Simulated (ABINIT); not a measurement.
TaN:

```
Ta N
1.0
     2.93800    0.00000    0.00000
    -1.46900    2.54438    0.00000
     0.00000    0.00000    2.88300
Ta N
1 1
Direct
  0.00000 0.00000 0.50000
  0.66667 0.33333 0.00000
```

- Program: ABINIT 10.8.3 (patched build)
- Task: relaxation of cell and atoms
- Functional: LDA
- Potentials or basis: PseudoDojo NC SR LDA v0.4.1 standard
- Cutoff: 1143 eV
- k mesh: 8 × 8 × 7
- Occupations: fermi-dirac, width 0.05 eV
- Spin: no spin polarisation

At the start: pressure -13.9 GPa; volume 10.78 Å³/atom.

Task: How do energy, volume and symmetry change on relaxing?

Result: Over 5 steps the energy falls by 18.8 meV/atom and the volume is 10.36 Å³/atom (-3.9 %); space group P-6m2 (No. 187, to 0.05 Å).

Step by step:
| step | energy change (eV) | largest force (eV/Å) | pressure (GPa) | volume (Å³) |
| --- | --- | --- | --- | --- |
| 1 | 0.0000 | 0.0000 | -13.91 | 21.55 |
| 2 | -0.0372 | 0.0000 | 1.35 | 20.65 |
| 3 | -0.0376 | 0.0000 | -0.08 | 20.72 |
| 4 | -0.0376 | 0.0000 | -0.01 | 20.72 |
| 5 | -0.0376 | 0.0000 | 0.00 | 20.72 |

Final structure:
```yaml
crystal:
  lattice:
    - [2.90066, 0.00000, 0.00000]
    - [-1.45033, 2.51205, 0.00000]
    - [0.00000, 0.00000, 2.84329]
  atoms:
    - { symbol: Ta, position: [0.00000, 0.00000, 0.50000] }
    - { symbol: N, position: [0.66667, 0.33333, 0.00000] }
```
